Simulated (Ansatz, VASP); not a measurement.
Two plane-wave programs on PtSe

```xyz
2
Lattice="0.0000 3.0374 3.0374 3.0374 0.0000 3.0374 3.0374 3.0374 0.0000" Properties=species:S:1:pos:R:3 pbc="T T T"
Pt    0.0000    0.0000    0.0000
Se    1.5187    1.5187    1.5187
```

Alike in both runs: task single point; functional PBE; k mesh 5 × 5 × 5; occupations gaussian, width 0.05 eV; collinear spin; Hubbard terms Pt d U = 7.0 eV, J = 0.9 eV.

```csv
,VASP,Ansatz
version,VASP 6.6.1,Ansatz 0.2.0
potentials or method,"VASP PAW PBE potentials, release 64 (Pt, Se)","scalar-relativistic, plane waves, PAW"
plane-wave cutoff (eV),520,420
valence electrons in the cell,16,34
```

Ansatz gave:

| Quantity | Value |
| --- | --- |
| gap on the k mesh at the Fermi level (eV) | none |
| pressure (GPa) | -5.0 |
| largest component of the traceless stress (GPa) | 1.26 |
| rms of the force components (eV/Å) | 0.159 |
| net moment per atom (μB) | 0.49 |
| size of the moment on the site where the two differ most (μB) | 0.74 |

Q: Estimate VASP's values.

A: gap on the k mesh at the Fermi level (eV): none; pressure (GPa): -12.1; largest component of the traceless stress (GPa): 0.00; rms of the force components (eV/Å): 0.000; net moment per atom (μB): 0.44; size of the moment on the site where the two differ most (μB): 0.57.

Site moments also hang on the region over which each program counts them. The programs project onto different local orbitals, so the same U acts differently. A gap of «none» marks a metal or a gap that the smearing closes. The two sets of potentials don't hold the same shells in valence. Ansatz warned: «filled_band_counts_differ_across_k_points».

Spin-orbit coupling is left out, which matters for the levels of Pt. The state reached can hang on the start; a lower one may exist.
